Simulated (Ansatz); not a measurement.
Runs of Ansatz 0.2.0 on In. It takes space group Im-3m (No. 229, cubic). Conventional cell: a = 3.765 Å, b = 3.765 Å, c = 3.765 Å, α = 90.00°, β = 90.00°, γ = 90.00°. In (site symmetry m-3m) has 8 In at 3.26 Å as nearest neighbours. This isn't the form of In at room conditions, which is tetragonal.

```csv
task,level,spin,cell,k mesh,smearing,other keys,mesh quality,gap on the mesh (eV),pressure (GPa)
electron localisation function,PBE+D3(BJ),"SOC, no magnetisation",as given,10 × 10 × 10,methfessel-paxton 0.05 eV,-,not flagged,none,-0.5
density of states,HSE06,off,as given,7 × 7 × 7,methfessel-paxton 0.05 eV,scf.eigensolver.kind = davidson,not flagged,none,(a)
electric field gradients,RPBE,"SOC, no magnetisation",volume scaled by 1.25,6 × 6 × 6,cold 0.01 eV,scf.eigensolver.kind = davidson; basis.precision = f64; …,coarse,none,-3.3
atomic charges,PBEsol,"collinear, random start",as given,10 × 10 × 10,gaussian 0.05 eV,-,not flagged,none,-1.3
single point,RPBE+D3(BJ)-ATM,"SOC, no magnetisation",as given,10 × 10 × 10,fermi-dirac 0.15 eV,-,not flagged,none,(b)
electrostatic potential,PBE+D3(BJ),"SOC, no magnetisation",volume scaled by 1.25,10 × 10 × 10,gaussian 0.1 eV,hamiltonian.xc = pbe,not flagged,none,-5.2
```

Alike in all rows: potentials or basis Ansatz PAW; cutoff (eV) 420.

Estimate the missing entries.

(a) 0.3; (b) -14.5.

Caveats: some runs use coarse meshes; the PAW data sets come from PBE, with cores solved anew for the run's functional, which leaves a small shift of forces and pressure (some runs); pairwise dispersion overbinds metals, which lowers pressure and volume (some runs); the thresholds are loose for stress (some runs); the starting moments weren't kept (some runs).

A k mesh can miss the band edges, and rows without SOC leave out spin-orbit coupling on In.

A gap of «none» marks a metal or a gap under the smearing width.
